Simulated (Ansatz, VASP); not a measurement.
## W: VASP beside Ansatz

```
W
1.0
    -1.60282    1.60282    1.60282
     1.60282   -1.60282    1.60282
     1.60282    1.60282   -1.60282
W
1
Cartesian
  0.0000 0.0000 0.0000
```

Change from the starting cell: volume scaled by 1.02.

Alike in both runs: task single point; functional PBE; k mesh 14 × 14 × 14; occupations fermi-dirac, width 0.08 eV; no spin polarisation.

|  | VASP | Ansatz |
| --- | --- | --- |
| version | VASP 6.6.1 | Ansatz 0.2.0 |
| potentials or method | VASP PAW PBE potentials, release 64 (W_sv), cutoff 520 eV | all-electron LAPW, scalar-relativistic |

VASP gave:

* pressure (GPa): -5.3

Q: Which values does Ansatz return?

A: Pressure (GPa): -5.6.

Ansatz ran all-electron here, so the differences hold the error of VASP's frozen core and of both bases.

The runs have no spin-orbit coupling, so splittings on W are missing.
